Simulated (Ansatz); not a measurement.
# Al15GaN16 (superlattice of 1 GaN and 15 AlN bilayers): the cost of one run

Program: Ansatz 0.2.0. Level of theory: DFT PBE, scalar-relativistic, plane waves, PAW, and further levels as typed in the inputs. These are calculated values, not measurements.

## (1) The structure to begin with

The structure is trigonal, space group P3m1 (No. 156). Conventional cell: a = 3.130 Å, b = 3.130 Å, c = 39.940 Å, α = 90.00°, β = 90.00°, γ = 120.00°. Around Al (site symmetry 3m) lie 4 N at 1.90 to 1.92 Å. Al (site symmetry 3m) has 4 N at 1.90 Å as nearest neighbours. Only part of the 32 independent sites is listed.

Structure file:

```
Al Ga N
1.0
     3.12980    0.00000    0.00000
    -1.56490    2.71049    0.00000
     0.00000    0.00000   39.94000
Al Ga N
15 1 16
Direct
  0.66667 0.33333 0.06485
  0.33333 0.66667 0.12719
  0.66667 0.33333 0.18953
  0.33333 0.66667 0.25188
  0.66667 0.33333 0.31422
  0.33333 0.66667 0.37656
  0.66667 0.33333 0.43891
  0.33333 0.66667 0.50125
  0.66667 0.33333 0.56360
  0.33333 0.66667 0.62594
  0.66667 0.33333 0.68828
  0.33333 0.66667 0.75063
  0.66667 0.33333 0.81297
  0.33333 0.66667 0.87531
  0.66667 0.33333 0.93766
  0.33333 0.66667 0.00000
  0.33333 0.66667 0.04882
  0.66667 0.33333 0.11242
  0.33333 0.66667 0.17476
  0.66667 0.33333 0.23711
  0.33333 0.66667 0.29945
  0.66667 0.33333 0.36179
  0.33333 0.66667 0.42414
  0.66667 0.33333 0.48648
  0.33333 0.66667 0.54882
  0.66667 0.33333 0.61117
  0.33333 0.66667 0.67351
  0.66667 0.33333 0.73585
  0.33333 0.66667 0.79820
  0.66667 0.33333 0.86054
  0.33333 0.66667 0.92288
  0.66667 0.33333 0.98523
```

## (2) Relaxing cell and atoms: Al15GaN16 (superlattice of 1 GaN and 15 AlN bilayers), no spin

Contents of input.yaml:

```yaml
crystal:
  lattice:
    - [3.1298, 0.0, 0.0]
    - [-1.5649, 2.7104863088, 0.0]
    - [0.0, 0.0, 39.94]
  atoms:
    - { symbol: Al, position: [0.6666666667, 0.3333333333, 0.06484727] }
    - { symbol: Al, position: [0.3333333333, 0.6666666667, 0.12719079] }
    - { symbol: Al, position: [0.6666666667, 0.3333333333, 0.1895343] }
    - { symbol: Al, position: [0.3333333333, 0.6666666667, 0.25187782] }
    - { symbol: Al, position: [0.6666666667, 0.3333333333, 0.31422133] }
    - { symbol: Al, position: [0.3333333333, 0.6666666667, 0.37656485] }
    - { symbol: Al, position: [0.6666666667, 0.3333333333, 0.43890836] }
    - { symbol: Al, position: [0.3333333333, 0.6666666667, 0.50125188] }
    - { symbol: Al, position: [0.6666666667, 0.3333333333, 0.56359539] }
    - { symbol: Al, position: [0.3333333333, 0.6666666667, 0.62593891] }
    - { symbol: Al, position: [0.6666666667, 0.3333333333, 0.68828242] }
    - { symbol: Al, position: [0.3333333333, 0.6666666667, 0.75062594] }
    - { symbol: Al, position: [0.6666666667, 0.3333333333, 0.81296945] }
    - { symbol: Al, position: [0.3333333333, 0.6666666667, 0.87531297] }
    - { symbol: Al, position: [0.6666666667, 0.3333333333, 0.93765648] }
    - { symbol: Ga, position: [0.3333333333, 0.6666666667, 0.0] }
    - { symbol: "N", position: [0.3333333333, 0.6666666667, 0.04882323] }
    - { symbol: "N", position: [0.6666666667, 0.3333333333, 0.11241863] }
    - { symbol: "N", position: [0.3333333333, 0.6666666667, 0.17476214] }
    - { symbol: "N", position: [0.6666666667, 0.3333333333, 0.23710566] }
    - { symbol: "N", position: [0.3333333333, 0.6666666667, 0.29944917] }
    - { symbol: "N", position: [0.6666666667, 0.3333333333, 0.36179269] }
    - { symbol: "N", position: [0.3333333333, 0.6666666667, 0.4241362] }
    - { symbol: "N", position: [0.6666666667, 0.3333333333, 0.48647972] }
    - { symbol: "N", position: [0.3333333333, 0.6666666667, 0.54882323] }
    - { symbol: "N", position: [0.6666666667, 0.3333333333, 0.61116675] }
    - { symbol: "N", position: [0.3333333333, 0.6666666667, 0.67351027] }
    - { symbol: "N", position: [0.6666666667, 0.3333333333, 0.73585378] }
    - { symbol: "N", position: [0.3333333333, 0.6666666667, 0.7981973] }
    - { symbol: "N", position: [0.6666666667, 0.3333333333, 0.86054081] }
    - { symbol: "N", position: [0.3333333333, 0.6666666667, 0.92288433] }
    - { symbol: "N", position: [0.6666666667, 0.3333333333, 0.98522784] }
scf:
  occupations: { method: fixed }
  n_extra_bands: 4
output:
  forces: true
  stress: true
  eigenvalues: true
hamiltonian:
  xc: pbe
  pseudopotentials: { kind: paw, azcp: { folder: soft_1 } }
kpoints:
  mp_grid: { grid: [8, 8, 1] }
relax:
  f_tol: 0.005
  max_steps: 60
  cell: { stress_tol: 0.03, fix: [a, b, gamma] }
```

Run with:

```sh
> ansatz run input.yaml --threads 16 --pin off --max-ram 49152MiB --backend cpu --events-out ev --progress --plain --runs-dir out
```

What time and memory should one allow on 16 threads of Intel Xeon at 2.70GHz, shared host?

About 30 s, with a peak of 1.6 GiB.
